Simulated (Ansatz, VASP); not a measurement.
# CdSe in VASP and in Ansatz

Contents of INCAR:

```
PREC = Accurate
ENCUT = 520
EDIFF = 1E-7
ISMEAR = -1
SIGMA = 0.05
LREAL = F
LASPH = T
NELM = 100
ALGO = Normal
ISIF = 2
LWAVE = F
LCHARG = F
GGA = PS
NBANDS = 16
```

The input KPOINTS:

```
regular mesh
0
Gamma
  8 8 8
```

File POSCAR:

```
CdSe
1.0
    0.0000000000      2.9303244279      2.9303244279
    2.9303244279      0.0000000000      2.9303244279
    2.9303244279      2.9303244279      0.0000000000
Cd Se
1 1
Direct
    0.0000000000      0.0000000000      0.0000000000
    0.5000000000      0.5000000000      0.5000000000
```

The input input.yaml:

```yaml
crystal:
  lattice:
    - [0.0, 2.9303244279, 2.9303244279]
    - [2.9303244279, 0.0, 2.9303244279]
    - [2.9303244279, 2.9303244279, 0.0]
  atoms:
    - { symbol: Cd, position: [0.0, 0.0, 0.0] }
    - { symbol: Se, position: [0.5, 0.5, 0.5] }
kpoints:
  mp_grid: { grid: [8, 8, 8] }
scf:
  occupations: { method: fermi_dirac, width: 0.05 }
hamiltonian:
  xc: pbesol
  pseudopotentials: { kind: all_electron, lapw: { basis_error: 0.001 } }
output:
  forces: true
  stress: true
  eigenvalues: true
```

Change from the starting cell: volume scaled by 1.06.

Alike in both runs: task single point; functional PBEsol; k mesh 8 × 8 × 8; occupations fermi-dirac, width 0.05 eV; no spin polarisation.

```csv
,VASP,Ansatz
version,VASP 6.6.1,Ansatz 0.2.0
potentials or method,"VASP PAW PBE potentials, release 64 (Cd, Se)","all-electron LAPW, scalar-relativistic"
plane-wave cutoff (eV),520,see its input
```

Ansatz gave:

* gap on the k mesh at the Fermi level (eV): none
* pressure (GPa): -6.4

What did VASP give for the same quantities?

gap on the k mesh at the Fermi level (eV): none; pressure (GPa): -6.2.

A gap of «none» marks a metal or a gap that the smearing closes. Ansatz ran all-electron here, so the differences hold the error of VASP's frozen core and of both bases.

Caveats: the PAW data sets were made with another functional, which shifts forces and pressure a little (VASP).
